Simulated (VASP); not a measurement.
Output of a VASP run:

OSZICAR:
```
       N       E                     dE             d eps       ncg     rms          rms(c)
DAV:   1     0.415088869738E+03    0.41509E+03   -0.18581E+04   517   0.183E+03
DAV:   2     0.513679038733E+01   -0.40995E+03   -0.40007E+03   588   0.484E+02
DAV:   3    -0.342172131193E+02   -0.39354E+02   -0.39145E+02   600   0.153E+02
DAV:   4    -0.359010119117E+02   -0.16838E+01   -0.16813E+01   734   0.291E+01
DAV:   5    -0.359278818233E+02   -0.26870E-01   -0.26864E-01   663   0.316E+00    0.143E+01
DAV:   6    -0.311833564331E+02    0.47445E+01   -0.24359E+01   683   0.612E+01    0.657E+00
DAV:   7    -0.312333622595E+02   -0.50006E-01   -0.16289E+00   575   0.790E+00    0.336E+00
DAV:   8    -0.312013710771E+02    0.31991E-01   -0.23485E-01   718   0.364E+00    0.681E-01
DAV:   9    -0.311933921655E+02    0.79789E-02   -0.63090E-02   744   0.272E+00    0.149E-01
DAV:  10    -0.311939511610E+02   -0.55900E-03   -0.50730E-03   701   0.767E-01    0.511E-02
DAV:  11    -0.311939692269E+02   -0.18066E-04   -0.51605E-04   768   0.244E-01    0.134E-02
DAV:  12    -0.311939715504E+02   -0.23235E-05   -0.27618E-05   580   0.368E-02    0.947E-03
DAV:  13    -0.311939691274E+02    0.24230E-05   -0.69849E-06   543   0.183E-02    0.187E-03
DAV:  14    -0.311939692780E+02   -0.15058E-06   -0.47801E-07   296   0.727E-03
   1 F= -.31193969E+02 E0= -.31193969E+02  d E =-.421862E-07
```

### OUTCAR
```
------------------------ aborting loop because EDIFF is reached ----------------------------------------
  FORCE on cell =-STRESS in cart. coord.  units (eV):
  Direction    XX          YY          ZZ          XY          YZ          ZX
  --------------------------------------------------------------------------------------
  Total        4.7845699      4.7845699      4.7845699      0.0000000     -0.0000000      0.0000000
  in kB      114.5971237    114.5971237    114.5971237      0.0000000     -0.0000000      0.0000000
  external PRESSURE =     114.5971237 kB  Pullay stress =       0.0000000 kB
  volume of cell :       66.89
      direct lattice vectors                 reciprocal lattice vectors
     4.059382000  0.000000000  0.000000000     0.246342916  0.000000000  0.000000000
     0.000000000  4.059382000  0.000000000     0.000000000  0.246342916  0.000000000
     0.000000000  0.000000000  4.059382000     0.000000000  0.000000000  0.246342916
 POSITION                                       TOTAL-FORCE (eV/Angst)
 -----------------------------------------------------------------------------------
      2.02969      2.02969      2.02969         0.000000      0.000000      0.000000
      0.00000      0.00000      0.00000         0.000000      0.000000      0.000000
      0.00000      2.02969      0.00000         0.000000      0.000000      0.000000
      2.02969      0.00000      0.00000         0.000000      0.000000      0.000000
      0.00000      0.00000      2.02969         0.000000      0.000000      0.000000
 -----------------------------------------------------------------------------------
    total drift:                               -0.000000      0.000000     -0.000000
  FREE ENERGIE OF THE ION-ELECTRON SYSTEM (eV)
  ---------------------------------------------------
  free  energy   TOTEN  =       -31.1939692780 eV

  energy  without entropy=      -31.1939692358  energy(sigma->0) =      -31.19396926
```
(Selected blocks of OUTCAR.)

File POSCAR:
```
BaSnO3
1
    4.0593820000     0.0000000000     0.0000000000
    0.0000000000     4.0593820000     0.0000000000
    0.0000000000     0.0000000000     4.0593820000
Ba Sn O
1 1 3
Direct
  0.5000000000   0.5000000000   0.5000000000
  0.0000000000   0.0000000000   0.0000000000
  0.0000000000   0.5000000000   0.0000000000
  0.5000000000   0.0000000000   0.0000000000
  0.0000000000   0.0000000000   0.5000000000
```

Question: Write an INCAR and KPOINTS that could have produced this output.

Answer: One answer among several that fit: the input of the run itself, PBE GGA, plane waves, VASP's PBE PAW potentials (set 64).

### INCAR
```
ALGO  =  Normal
EDIFF  =  1E-6
ENCUT  =  400
GGA  =  PE
ISIF  =  2
ISMEAR  =  -1
LASPH  =  .TRUE.
LCHARG  =  .FALSE.
LMAXMIX  =  4
LREAL  =  .FALSE.
LWAVE  =  .FALSE.
NELM  =  100
PREC  =  Accurate
SIGMA  =  0.05
SYSTEM  =  BaSnO3
```

### KPOINTS
```
Regular mesh
0
Gamma
  4 4 4
```

POTCAR, in this order: Ba_sv Sn_d O (PBE.64 set). Program: vasp_std.

At this cut-off the stress carries a Pulay error, which pulls relaxed volumes low.

The structure comes from a computed database's BaSnO3 entry; how it stands against other phases isn't given here. The cell was not relaxed at this level, and its volume differs by -5.9 % from the start's.
